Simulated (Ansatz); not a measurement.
Here is an Ansatz 0.2.0 calculation.

File input:

```
crystal:
  lattice:
    - [0.0, 3.611146, 3.611146]
    - [3.611146, 0.0, 3.611146]
    - [3.611146, 3.611146, 0.0]
  atoms:
    - { symbol: Te, position: [0.25, 0.25, 0.25] }
    - { symbol: Sn, position: [0.0, 0.0, 0.0] }
hamiltonian:
  xc: b3lyp
  pseudopotentials: { kind: paw }
kpoints:
  mp_grid: { grid: [4, 4, 4] }
scf:
  occupations: { method: fermi_dirac, width: 0.05 }
output:
  forces: true
  stress: true
  eigenvalues: true
relax:
  f_tol: 0.01
  max_steps: 40
  cell: { stress_tol: 0.05 }
```

(1) What does it give for the relaxed cell?

(2) Estimate the band gap on the k mesh.

## Answers

(1) a = 5.163 Å, b = 5.163 Å, c = 5.163 Å, α = 60.00°, β = 60.00°, γ = 60.00°.

(2) 0.94 eV, indirect (least direct gap 1.64 eV).

Caveat: the plane-wave basis is chosen anew once the cell has moved, so the energies of steps on either side of that aren't comparable; spin-orbit coupling is left out, which moves the levels of the heavy elements.
